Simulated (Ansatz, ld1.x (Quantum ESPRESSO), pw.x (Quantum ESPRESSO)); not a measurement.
niobium (Nb): does the TM potential hold in the solid?

* Element: niobium (Nb)
* Generator: ld1.x (Quantum ESPRESSO) 7.5
* Type: norm-conserving Troullier–Martins (Kleinman–Bylander form)
* Functional: PBE
* Relativity: scalar-relativistic
* Frozen core: [Kr]
* Valence charge: 5
* Reference configuration: 4d4 5s0 5p0 (charge +1)
* Partial waves: 5s (bound, empty): rc 2.50 bohr; 4d (bound): rc 1.55 bohr; 5p (bound, empty): rc 3.40 bohr
* Local potential: the p channel
* Core correction: a·sin(br)/r model core inside 1.40 bohr

Atomic tests: cutoffs needed: 40 Ry and 50 Ry (the cutoffs (Ry, on a coarse ladder) from which the occupation-weighted sum of valence levels, in a spherical-Bessel basis at the reference potential, stays within 10 and 1 mRy of its value at 400 Ry); ghost test: no extra level below or beside the all-electron valence levels (s, d, p, f tested) (spherical-Bessel basis up to 400 Ry, 20 bohr box); configuration tests: 1 of 7 tests not solved or not reliable.

Crystal test: fcc Nb in pw.x 7.5, no spin, 13³ k-points, Fermi–Dirac smearing 0.01 Ry, cutoffs 60/240 Ry. The reference is all-electron LAPW (Ansatz 0.2.0) with the same functional, mesh and smearing; V0 and B0 come from Birch–Murnaghan fits to the pressures at five volumes. Errors are pseudo minus all-electron; Δ is the rms difference of the E(V) curves that follow from these fits, minima aligned, over ±6 % about the mean V0. Mesh and smearing are coarse, so the numbers serve the comparison and aren't converged zero-temperature values; the lattice is a test structure that the element need not adopt.

All-electron: a0 = 4.221 Å (V0 = 18.81 Å³/atom), B0 = 163.2 GPa.

Problem. How far does the potential miss the all-electron equation of state?

Solution. mean pressure error (GPa): +21.34. The pressure does not cross zero within the volumes sampled, so no fit is given. The largest radius (3.40 bohr) exceeds half the bond length (2.82 bohr), so the spheres overlap, which is one possible source of error among others. This is a poor potential for the solid. Atomic configuration tests: 1 of 7 tests not solved or not reliable.

```json
{"V (Å³/atom)": "17.835", "P all-electron (GPa)": "9.53", "P pseudo (GPa)": "35.24"}
{"V (Å³/atom)": "18.305", "P all-electron (GPa)": "4.63", "P pseudo (GPa)": "27.89"}
{"V (Å³/atom)": "18.774", "P all-electron (GPa)": "0.27", "P pseudo (GPa)": "21.35"}
{"V (Å³/atom)": "19.243", "P all-electron (GPa)": "-3.60", "P pseudo (GPa)": "15.57"}
{"V (Å³/atom)": "19.713", "P all-electron (GPa)": "-7.05", "P pseudo (GPa)": "10.43"}
```

Problem. At the middle volume, how do free energy and pressure move when the wave cutoff is lowered (ecutrho kept at four times it)?

Solution.

```json
{"cutoff (Ry)": "27", "shift of F (meV/atom)": "+847.4", "shift of P (GPa)": "-23.94"}
{"cutoff (Ry)": "36", "shift of F (meV/atom)": "+132.5", "shift of P (GPa)": "-5.44"}
{"cutoff (Ry)": "48", "shift of F (meV/atom)": "+7.6", "shift of P (GPa)": "-0.46"}
```

The run at the middle volume (84 k-points, 8 iterations) took about 6.1 s on one core of a shared host (AMD EPYC 9R14, 96 threads, 370 GiB, load 40).
